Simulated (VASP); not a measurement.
Set up this calculation in VASP 6.6.1, as the native input.

* Task: single point
* Functional: PBE
* Potentials or basis: VASP PAW PBE potentials, release 64 (Ga_d, As)
* Cutoff: 520 eV
* k mesh: 2 × 2 × 2
* Occupations: gaussian, width 0.02 eV
* Spin: no spin polarisation
* Further INCAR settings: ALGO = Normal; EDIFF = 1e-07; NBANDS = 16

The structure of GaAs lies in POSCAR:

```
GaAs                                    
1.0
    0.0000000000      2.9670660104      2.9670660104
    2.9670660104      0.0000000000      2.9670660104
    2.9670660104      2.9670660104     -0.0000000000
  Ga              As            
     1     1
Direct
     0.0000000000000000    0.0000000000000000    0.0000000000000000
     0.2500000000000000    0.2500000000000000    0.2500000000000000
```

The cell isn't the ideal one: a relaxed cell with its volume scaled by 0.91.

The input as run:

INCAR

```
SYSTEM = GaAs
ALGO     = Normal         ! electronic algorithm
EDIFF    = 1E-7           ! SCF threshold, eV
ENCUT    = 520            ! plane-wave cutoff, eV
GGA      = PE             ! functional
ISIF     = 2              ! what is computed and relaxed
ISMEAR   = 0              ! smearing method
LASPH    = .TRUE.         ! aspherical terms in the spheres
LCHARG   = .FALSE.        ! write CHGCAR
LREAL    = .FALSE.        ! projectors in reciprocal space
LWAVE    = .FALSE.        ! write WAVECAR
NBANDS   = 16             ! bands
NELM     = 80             ! most SCF steps
PREC     = Accurate       ! precision mode
SIGMA    = 0.02           ! smearing width, eV
```

KPOINTS

```
k-points
0
G
  2 2 2
  0 0 0
```

Potentials or basis: VASP PAW PBE potentials, release 64 (Ga_d, As).

Run with:

```sh
$ cat potpaw_PBE.64/Ga_d/POTCAR potpaw_PBE.64/As/POTCAR > POTCAR
$ mpirun -np 1 vasp_std > vasp.out
```

Results of the run:

The pressure is 4.5 GPa. The band gap on the k mesh is none (metal or under the smearing width).

Caveat: the k mesh is coarse (spacing up to 0.92 Å⁻¹), so the values aren't converged.

Run time: 7.4 s on 1 thread of Intel(R) Xeon(R) Platinum 8375C CPU @ 2.90GHz (Ice Lake) (shared host), peak memory 0.17 GiB.
